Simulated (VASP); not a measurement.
Write the native input for VASP 6.6.1 that does the following.

* Task: vibrations by finite differences
* Functional: PBE
* Dispersion: D3(BJ)
* Potentials or basis: VASP PAW PBE potentials, release 64 (C, H)
* Cutoff: 400 eV
* k mesh: 1 × 1 × 1
* Occupations: gaussian, width 0.01 eV
* Spin: no spin polarisation
* Further INCAR settings: ALGO = Normal; EDIFF = 1e-07; ISYM = 0; IBRION = 5; POTIM = 0.015; NSW = 1

The structure of C2H4 lies in POSCAR:

```
H2C                                     
1.0
   13.0146151263      0.0000000000      0.0000000000
    0.0000000000     13.5146151263      0.0000000000
    0.0000000000      0.0000000000     14.0146151263
  C               H             
     2     4
Selective dynamics
Direct
0.5432027012999967  0.4875295362000003  0.4812177697999971  T T T
0.4557463640286073  0.5202657865661985  0.5192355659677074  T T T
0.5651186702230939  0.4096132336611897  0.4843618238086328  T T T
0.5968691103297031  0.5371520237344053  0.4452231535384664  T T T
0.4342162623295124  0.5983133022806838  0.5158786262629017  T T T
0.4023410632690648  0.4702679784634422  0.5551685940794859  T T T
```

One way to write it, as run:

INCAR

```
SYSTEM = H2C
ALGO = Normal
EDIFF = 1E-7
ENCUT = 400
GGA = PE
IBRION = 5
ISIF = 2
ISMEAR = 0
ISYM = 0
IVDW = 12
LASPH = .TRUE.
LCHARG = .FALSE.
LREAL = .FALSE.
LWAVE = .FALSE.
NELM = 60
NFREE = 2
NSW = 1
POTIM = 0.015
PREC = Accurate
SIGMA = 0.01
```

KPOINTS

```
k-points
0
G
  1 1 1
  0 0 0
```

Potentials or basis: VASP PAW PBE potentials, release 64 (C, H).

Run with:

```sh
$ cat potpaw_PBE.64/C/POTCAR potpaw_PBE.64/H/POTCAR > POTCAR
$ mpirun -np 4 vasp_gam > vasp.out
```

Results of the run:

```yaml
Highest_phonon_frequency_at_Γ_LO-TO_splitting_left_out: 3164 cm⁻¹
Most_unstable_mode: 40i cm⁻¹
Dispersion_energy_per_atom: -0.011 eV
```

Caveat: some modes are imaginary.

Run time: 9.9 min on 4 MPI ranks on Intel(R) Xeon(R) 6975P-C (Granite Rapids) (shared host), peak memory 0.49 GiB a rank.
